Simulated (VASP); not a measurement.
# NaI (Fm-3m) in VASP: notebook, part 2 of 2

VASP 6.6.1. The steps go on from the part before.

## (3) Band structure, PBE

Contents of INCAR:

```
PREC = Accurate
ENCUT = 520
EDIFF = 1E-7
ISMEAR = -1
SIGMA = 0.05
LREAL = F
LASPH = T
NELM = 100
ALGO = Normal
ISIF = 2
LWAVE = F
LCHARG = F
GGA = PE
```

Contents of KPOINTS:

```
regular mesh
0
Gamma
  7 7 7
```

Contents of POSCAR:

```
NaI
1.0
    0.0000000000      3.2364000000      3.2364000000
    3.2364000000      0.0000000000      3.2364000000
    3.2364000000      3.2364000000      0.0000000000
I Na
1 1
Direct
    0.5000000000      0.5000000000      0.5000000000
    0.0000000000      0.0000000000      0.0000000000
```

Contents of KPOINTS_OPT:

```
path GXWKGLUWLK,UX
10
line-mode
reciprocal
 0.0000000000  0.0000000000  0.0000000000  G
 0.5000000000  0.0000000000  0.5000000000  X

 0.5000000000  0.0000000000  0.5000000000  X
 0.5000000000  0.2500000000  0.7500000000  W

 0.5000000000  0.2500000000  0.7500000000  W
 0.3750000000  0.3750000000  0.7500000000  K

 0.3750000000  0.3750000000  0.7500000000  K
 0.0000000000  0.0000000000  0.0000000000  G

 0.0000000000  0.0000000000  0.0000000000  G
 0.5000000000  0.5000000000  0.5000000000  L

 0.5000000000  0.5000000000  0.5000000000  L
 0.6250000000  0.2500000000  0.6250000000  U

 0.6250000000  0.2500000000  0.6250000000  U
 0.5000000000  0.2500000000  0.7500000000  W

 0.5000000000  0.2500000000  0.7500000000  W
 0.5000000000  0.5000000000  0.5000000000  L

 0.5000000000  0.5000000000  0.5000000000  L
 0.3750000000  0.3750000000  0.7500000000  K

 0.6250000000  0.2500000000  0.6250000000  U
 0.5000000000  0.0000000000  0.5000000000  X
```

Potentials or basis: VASP PAW PBE potentials, release 64 (I, Na_pv).

Launch:

```
> cat potpaw_PBE.64/I/POTCAR potpaw_PBE.64/Na_pv/POTCAR > POTCAR
> mpirun -np 1 vasp_std > vasp.out
```

OUTCAR:

```text
PREC = Accurate
   ENCUT = 520
   EDIFF = 1E-7
   ISMEAR = -1
   LREAL = F
   LASPH = T
   NELM = 100
   ISIF = 2
   GGA = PE

 ion  position               nearest neighbor table
   1  0.500  0.500  0.500-
   2  0.000  0.000  0.000-

  LATTYP: Found a face centered cubic cell.
 ALAT       =     6.4728000000

  Lattice vectors:

 A1 = (   0.0000000000,   3.2364000000,   3.2364000000)
 A2 = (   3.2364000000,   0.0000000000,   3.2364000000)
 A3 = (   3.2364000000,   3.2364000000,   0.0000000000)

Analysis of symmetry for initial positions (statically):
=====================================================================
 Subroutine PRICEL returns:
 Original cell was already a primitive cell.

 Routine SETGRP: Setting up the symmetry group for a
 face centered cubic supercell.

 Subroutine GETGRP returns: Found 48 space group operations
 (whereof 48 operations were pure point group operations)
 out of a pool of 48 trial point group operations.

The static configuration has the point symmetry O_h .

Analysis of symmetry for dynamics (positions and initial velocities):
=====================================================================
 Subroutine PRICEL returns:
 Original cell was already a primitive cell.

 Routine SETGRP: Setting up the symmetry group for a
 face centered cubic supercell.

 Subroutine GETGRP returns: Found 48 space group operations
 (whereof 48 operations were pure point group operations)
 out of a pool of 48 trial point group operations.

The dynamic configuration has the point symmetry O_h .

 Subroutine INISYM returns: Found 48 space group operations
 (whereof 48 operations are pure point group operations),
 and found     1 'primitive' translations

----------------------------------------------------------------------------------------

                                     Primitive cell

  volume of cell :      67.7980

  direct lattice vectors                    reciprocal lattice vectors
     0.000000000  3.236400000  3.236400000    -0.154492646  0.154492646  0.154492646
     3.236400000  0.000000000  3.236400000     0.154492646 -0.154492646  0.154492646
     3.236400000  3.236400000  0.000000000     0.154492646  0.154492646 -0.154492646

  length of vectors
     4.576960773  4.576960773  4.576960773     0.267589113  0.267589113  0.267589113

  position of ions in fractional coordinates (direct lattice)
     0.500000000  0.500000000  0.500000000
     0.000000000  0.000000000  0.000000000

  ion indices of the primitive-cell ions
   primitive index   ion index
                 1           1
                 2           2

----------------------------------------------------------------------------------------

 KPOINTS: regular mesh

Automatic generation of k-mesh.
 Grid dimensions read from file:
 generate k-points for:    7    7    7

 Generating k-lattice:

  Cartesian coordinates                     Fractional coordinates (reciprocal lattice)
    -0.022070378  0.022070378  0.022070378     0.142857143  0.000000000  0.000000000
     0.022070378 -0.022070378  0.022070378     0.000000000  0.142857143  0.000000000
     0.022070378  0.022070378 -0.022070378     0.000000000  0.000000000  0.142857143

  Length of vectors
     0.038227016  0.038227016  0.038227016

  Shift w.r.t. Gamma in fractional coordinates (k-lattice)
     0.000000000  0.000000000  0.000000000

 Subroutine IBZKPT returns following result:
 ===========================================

 Found     20 irreducible k-points:

 Following reciprocal coordinates:
            Coordinates               Weight
  0.000000  0.000000  0.000000      1.000000
  0.142857  0.000000  0.000000      8.000000
  0.285714  0.000000  0.000000      8.000000
  0.428571  0.000000  0.000000      8.000000
  0.142857  0.142857  0.000000      6.000000
  0.285714  0.142857  0.000000     24.000000
[... 12 lines left out ...]
 -0.428571  0.428571  0.142857     24.000000
 -0.285714  0.428571  0.142857     24.000000
   k-points           NKPTS =     20   k-points in BZ     NKDIM =     20   number of bands    NBANDS=     11
   number of dos      NEDOS =    301   number of ions     NIONS =      2
   total plane-waves  NPLWV =  46656
   dimension x,y,z NGX =    36 NGY =   36 NGZ =   36
   dimension x,y,z NGXF=    72 NGYF=   72 NGZF=   72
   ions per type =               1   1
   NGX,Y,Z   is equivalent  to a cutoff of  13.08, 13.08, 13.08 a.u.
   NGXF,Y,Z  is equivalent  to a cutoff of  26.15, 26.15, 26.15 a.u.
 SYSTEM =  unknown system
   PREC   = accura    normal or accurate (medium, high low for compatibility)
   ISTART =      0    job   : 0-new  1-cont  2-samecut
   ICHARG =      2    charge: 1-file 2-atom 10-const
   ISPIN  =      1    spin polarized calculation?
   LNONCOLLINEAR =      F non collinear calculations
   LSORBIT =      F    spin-orbit coupling
   LASPH  =      T    aspherical Exc in radial PAW
   ENCUT  =  520.0 eV  38.22 Ry    6.18 a.u.   8.51  8.51  8.51*2*pi/ulx,y,z
   NELM   =    100;   NELMIN=  2; NELMDL= -5     # of ELM steps
   EDIFF  = 0.1E-06   stopping-criterion for ELM
   LREAL  =      F    real-space projection
   EDIFFG = 0.1E-05   stopping-criterion for IOM
   NSW    =      0    number of steps for IOM
   IBRION =     -1    ionic relax: 0-MD 1-quasi-New 2-CG
   NFREE  =      0    steps in history (QN), initial steepest desc. (CG)
   ISIF   =      2    stress and relaxation
   ISYM   =      2    0-nonsym 1-usesym 2-fastsym
   POTIM  = 0.5000    time-step for ionic-motion
   TEBEG  =    0.0;   TEEND  =   0.0 temperature during run
   PSTRESS=    0.0 pullay stress
   NELECT =      14.0000    total number of electrons
   NUPDOWN=      -1.0000    fix difference up-down
   EMIN   =  10.00;   EMAX   =-10.00  energy-range for DOS
   EFERMI =   0.00;   METHOD = LEGACY
   ISMEAR =    -1;   SIGMA  =   0.05  broadening in eV -4-tet -1-fermi 0-gaus
   EFERMI_NEDOS =   21; number of points for ismear=-14 and -15
   IALGO  =     38    algorithm
   IMIX   =      4    mixing-type and parameters
     AMIX     =   0.40;   BMIX     =  1.00
     AMIX_MAG =   1.60;   BMIX_MAG =  1.00
  volume/ion in A,a.u.               =      33.90       228.76
  Fermi-wavevector in a.u.,A,eV,Ry     =   0.967636  1.828567 12.739397  0.936319
  Thomas-Fermi vector in A             =   2.097538
   LORBIT       =      0    0 simple, 1 ext, 2 COOP (PROOUT), +10 PAW based schemes
   GGA     = PE    functional components
[... 5 lines left out ...]
 non-spin polarized calculation
  energy-cutoff  :      520.00
  volume of cell :       67.80
 maximum number of plane-waves:      1841
 NGX is ok and might be reduce to    36
   NGX = 17   NGY = 17   NGZ = 17

 number of electron      13.9999993 magnetization

 Free energy of the ion-electron system (eV)
  ---------------------------------------------------
  ext. energy  EPLUGINS =         0.00000000
  ---------------------------------------------------
  free energy    TOTEN  =        -5.38505413 eV

  energy without entropy =       -5.38505413  energy(sigma->0) =       -5.38505413

 E-fermi :   1.9007     XC(G=0):  -7.7046

 val. band max:        0.8066901454   @ k =   0.0000   0.0000   0.0000
 cond. band min:       4.4473356717   @ k =   0.0000   0.0000   0.0000
 fundamental gap:      3.6406455263
 Fermi energy:         1.9006660640

 k-point     1 :       0.0000    0.0000    0.0000
  band No.  band energies     occupation
      1     -21.6323      2.00000
      2     -21.6323      2.00000
      3     -21.6323      2.00000
      4     -10.2108      2.00000
      5       0.8067      2.00000
      6       0.8067      2.00000
      7       0.8067      2.00000
      8       4.4473      0.00000
      9       8.7362      0.00000
     10       8.7362      0.00000
     11       8.7362      0.00000
[... 253 lines left out ...]
 k-point    20 :      -0.2857    0.4286    0.1429
  band No.  band energies     occupation
      1     -21.6353      2.00000
      2     -21.6352      2.00000
      3     -21.6337      2.00000
      4      -9.8184      2.00000
      5      -0.6784      2.00000
      6      -0.6182      2.00000
      7       0.0521      2.00000
      8       6.5222      0.00000
      9       7.8245      0.00000
     10       8.7432      0.00000
     11       9.1065      0.00000

------------------------ aborting loop because EDIFF is reached ----------------------------------------

  FORCE on cell =-STRESS in cart. coord.  units (eV):
  Direction    XX          YY          ZZ          XY          YZ          ZX
  --------------------------------------------------------------------------------------
  -------------------------------------------------------------------------------------
  Total        0.1817421      0.1817421      0.1817421      0.0000000      0.0000000     -0.0000000
  in kB        4.2948655      4.2948655      4.2948655      0.0000000      0.0000000     -0.0000000
  external PRESSURE =       4.2948655 kB  Pullay stress =       0.0000000 kB

 VOLUME and BASIS-vectors are now :
 -----------------------------------------------------------------------------
  energy-cutoff  :      520.00
  volume of cell :       67.80
      direct lattice vectors                 reciprocal lattice vectors
     0.000000000  3.236400000  3.236400000    -0.154492646  0.154492646  0.154492646
     3.236400000  0.000000000  3.236400000     0.154492646 -0.154492646  0.154492646
     3.236400000  3.236400000  0.000000000     0.154492646  0.154492646 -0.154492646

 POSITION                                       TOTAL-FORCE (eV/Angst)
 -----------------------------------------------------------------------------------
      3.23640      3.23640      3.23640         0.000000     -0.000000     -0.000000
      0.00000      0.00000      0.00000        -0.000000      0.000000      0.000000
 -----------------------------------------------------------------------------------
    total drift:                                0.000000      0.000000      0.000000

  FREE ENERGIE OF THE ION-ELECTRON SYSTEM (eV)
  ---------------------------------------------------
  free  energy   TOTEN  =        -5.3850541311 eV

  energy  without entropy=       -5.3850541310  energy(sigma->0) =       -5.38505413
```

It took 46 s on 1 thread of Intel Xeon Platinum 8488C (Sapphire Rapids), shared host; peak memory 0.21 GiB.

Results:

- Free energy: -5.3851 eV
- Pressure: 0.4 GPa
- Band gap on the k mesh: 3.64 eV, direct
- Band gap along the path: 3.64 eV, direct

Levels at the corners of the path, in eV from the valence-band top:
```
point  band 3  band 4  band 5  band 6  band 7  band 8  band 9  band 10  band 11
    Γ  -22.44  -11.02    0.00    0.00    0.00    3.64    7.93     7.93     7.93
    X  -22.44  -10.63   -1.90   -0.74   -0.74    4.49    5.56     9.87    11.30
    X  -22.44  -10.63   -1.90   -0.74   -0.74    4.49    5.56     9.87    11.30
    W  -22.44  -10.62   -1.41   -1.41   -0.93    5.82    7.48     7.48     7.91
    W  -22.44  -10.62   -1.41   -1.41   -0.93    5.82    7.48     7.48     7.91
    K  -22.44  -10.63   -1.64   -1.34   -0.60    5.21    6.68     8.69     9.21
    K  -22.44  -10.63   -1.64   -1.34   -0.60    5.21    6.68     8.69     9.21
    Γ  -22.44  -11.02    0.00    0.00    0.00    3.64    7.93     7.93     7.93
    Γ  -22.44  -11.02    0.00    0.00    0.00    3.64    7.93     7.93     7.93
    L  -22.44  -10.70   -2.18   -0.28   -0.28    5.09    7.44     7.44     8.73
    L  -22.44  -10.70   -2.18   -0.28   -0.28    5.09    7.44     7.44     8.73
    U  -22.44  -10.63   -1.64   -1.34   -0.60    5.21    6.68     8.69     9.21
    U  -22.44  -10.63   -1.64   -1.34   -0.60    5.21    6.68     8.69     9.21
    W  -22.44  -10.62   -1.41   -1.41   -0.93    5.82    7.48     7.48     7.91
    W  -22.44  -10.62   -1.41   -1.41   -0.93    5.82    7.48     7.48     7.91
    L  -22.44  -10.70   -2.18   -0.28   -0.28    5.09    7.44     7.44     8.73
    L  -22.44  -10.70   -2.18   -0.28   -0.28    5.09    7.44     7.44     8.73
    K  -22.44  -10.63   -1.64   -1.34   -0.60    5.21    6.68     8.69     9.21
    U  -22.44  -10.63   -1.64   -1.34   -0.60    5.21    6.68     8.69     9.21
    X  -22.44  -10.63   -1.90   -0.74   -0.74    4.49    5.56     9.87    11.30
```

Caveat: spin-orbit coupling is left out, which moves the levels of the heavy elements.

## (4) Band structure, PBE, spin-orbit coupling, no magnetisation

Contents of INCAR:

```
PREC     = Accurate       # precision mode
ENCUT    = 520            # plane-wave cutoff, eV
EDIFF    = 1E-6           # SCF threshold, eV
ISMEAR   = -1             # smearing method
SIGMA    = 0.05           # smearing width, eV
LREAL    = F              # projectors in reciprocal space
LASPH    = T              # aspherical terms in the spheres
NELM     = 100            # most SCF steps
ALGO     = Normal         # electronic algorithm
ISIF     = 2              # what is computed and relaxed
LWAVE    = F              # write WAVECAR
LCHARG   = F              # write CHGCAR
LNONCOLLINEAR= T              # non-collinear magnetism
MAGMOM   = 0 0 0 0 0 0    # initial moments
LORBIT   = 11             # projections on sites
LSORBIT  = T              # spin-orbit coupling
GGA_COMPAT= F            
GGA      = PE             # functional
NBANDS   = 26             # bands
```

Contents of KPOINTS:

```
Automatic mesh
0
Gamma
  5 5 5
```

POSCAR is that of step 3.

KPOINTS_OPT is that of step 3.

Launch:

```
> cat potpaw_PBE.64/I/POTCAR potpaw_PBE.64/Na_pv/POTCAR > POTCAR
> mpirun -np 1 vasp_ncl > vasp.out
```

Wall time 3.7 min (1 thread of Intel Xeon Platinum 8488C (Sapphire Rapids), shared host); peak memory 0.38 GiB.

Results (log left out):

```yaml
Free_energy: -5.5073 eV
Pressure: 0.5 GPa
Valence_electrons_inside_the_program's_atomic_spheres: I 4.35; Na 6.01
```

## (5) Band structure, LDA

Contents of INCAR:

```
SYSTEM = NaI
PREC = Accurate
ENCUT = 520
EDIFF = 1E-6
ISMEAR = -1
SIGMA = 0.05
LREAL = .FALSE.
LASPH = .TRUE.
NELM = 60
ALGO = Normal
ISIF = 2
LWAVE = .FALSE.
LCHARG = .FALSE.
NBANDS = 14
```

Contents of KPOINTS:

```
Automatic mesh
0
G
  7 7 7
  0 0 0
```

POSCAR is that of step 4.

KPOINTS_OPT, as its differences from that of step 4:

```diff
@@ -1,3 +1,3 @@
 path GXWKGLUWLK,UX
-10
+20
 line-mode
```

Potentials or basis: VASP PAW LDA potentials, release 64 (I, Na_pv).

Launch:

```
> cat potpaw_LDA.64/I/POTCAR potpaw_LDA.64/Na_pv/POTCAR > POTCAR
> mpirun -np 1 vasp_std > vasp.out
```

It took 83 s on 1 thread of Intel Xeon Platinum 8488C (Sapphire Rapids), shared host; peak memory 0.19 GiB.

It converged, with:

```
Free energy             : -5.9819 eV
Pressure                : -1.6 GPa
Band gap on the k mesh  : 3.35 eV, direct
Band gap along the path : 3.35 eV, direct
```

Levels at the corners of the path, in eV from the valence-band top:
| point | band 4 | band 5 | band 6 | band 7 | band 8 | band 9 | band 10 | band 11 |
| --- | --- | --- | --- | --- | --- | --- | --- | --- |
| Γ | -11.08 | 0.00 | 0.00 | 0.00 | 3.35 | 7.80 | 7.80 | 7.80 |
| X | -10.69 | -1.96 | -0.76 | -0.76 | 4.26 | 5.38 | 9.61 | 11.02 |
| X | -10.69 | -1.96 | -0.76 | -0.76 | 4.26 | 5.38 | 9.61 | 11.02 |
| W | -10.68 | -1.45 | -1.45 | -0.97 | 5.62 | 7.31 | 7.31 | 7.69 |
| W | -10.68 | -1.45 | -1.45 | -0.97 | 5.62 | 7.31 | 7.31 | 7.69 |
| K | -10.69 | -1.69 | -1.39 | -0.62 | 4.99 | 6.51 | 8.50 | 9.03 |
| K | -10.69 | -1.69 | -1.39 | -0.62 | 4.99 | 6.51 | 8.50 | 9.03 |
| Γ | -11.08 | 0.00 | 0.00 | 0.00 | 3.35 | 7.80 | 7.80 | 7.80 |
| Γ | -11.08 | 0.00 | 0.00 | 0.00 | 3.35 | 7.80 | 7.80 | 7.80 |
| L | -10.77 | -2.25 | -0.29 | -0.29 | 4.86 | 7.28 | 7.28 | 8.47 |
| L | -10.77 | -2.25 | -0.29 | -0.29 | 4.86 | 7.28 | 7.28 | 8.47 |
| U | -10.69 | -1.69 | -1.39 | -0.62 | 4.99 | 6.51 | 8.50 | 9.03 |
| U | -10.69 | -1.69 | -1.39 | -0.62 | 4.99 | 6.51 | 8.50 | 9.03 |
| W | -10.68 | -1.45 | -1.45 | -0.97 | 5.62 | 7.31 | 7.31 | 7.69 |
| W | -10.68 | -1.45 | -1.45 | -0.97 | 5.62 | 7.31 | 7.31 | 7.69 |
| L | -10.77 | -2.25 | -0.29 | -0.29 | 4.86 | 7.28 | 7.28 | 8.47 |
| L | -10.77 | -2.25 | -0.29 | -0.29 | 4.86 | 7.28 | 7.28 | 8.47 |
| K | -10.69 | -1.69 | -1.39 | -0.62 | 4.99 | 6.51 | 8.50 | 9.03 |
| U | -10.69 | -1.69 | -1.39 | -0.62 | 4.99 | 6.51 | 8.50 | 9.03 |
| X | -10.69 | -1.96 | -0.76 | -0.76 | 4.26 | 5.38 | 9.61 | 11.02 |

Caveat: spin-orbit coupling is left out, which moves the levels of the heavy elements. Expect the measured gap to be larger: semilocal functionals such as LDA lack the derivative discontinuity.

## (6) The reference run

An earlier run on the cell as given: functional PBE; potentials or basis VASP PAW PBE potentials, release 64 (I, Na_pv); cutoff 520 eV; k mesh 7 × 7 × 7; occupations fermi-dirac, width 0.05 eV; no spin polarisation.

- Pressure: 0.4 GPa
- Band gap on the k mesh: 3.64 eV, direct

## (7) Overview

```tsv
task	level	potentials or basis	spin	k mesh	smearing	ladder	grid for exact exchange (PRECFOCK)	gap on the mesh (eV)	pressure (GPa)
band structure	HSE03	VASP PAW PBE potentials, release 64 (I, Na_pv)	off	6 × 6 × 6	gaussian 0.02 eV	free	Fast	4.45	0.2
band structure	PBE	VASP PAW PBE potentials, release 64 (I, Na_pv)	off	7 × 7 × 7	fermi-dirac 0.05 eV	-	-	3.64	0.4
band structure	PBE	VASP PAW PBE potentials, release 64 (I, Na_pv)	SOC, no magnetisation	5 × 5 × 5	fermi-dirac 0.05 eV	-	-	-	0.5
band structure	LDA	VASP PAW LDA potentials, release 64 (I, Na_pv)	off	7 × 7 × 7	fermi-dirac 0.05 eV	-	-	3.35	-1.6
single point	PBE	VASP PAW PBE potentials, release 64 (I, Na_pv)	off	7 × 7 × 7	fermi-dirac 0.05 eV	-	-	3.64	0.4
```

Alike in all rows: cell as given; cutoff (eV) 520.

Caveats: spin-orbit coupling is left out, which moves the levels of the heavy elements (some runs); the PAW data sets were made with another functional, which shifts forces and pressure a little (some runs).

Absolute energies hang on the potentials; compare differences alone.
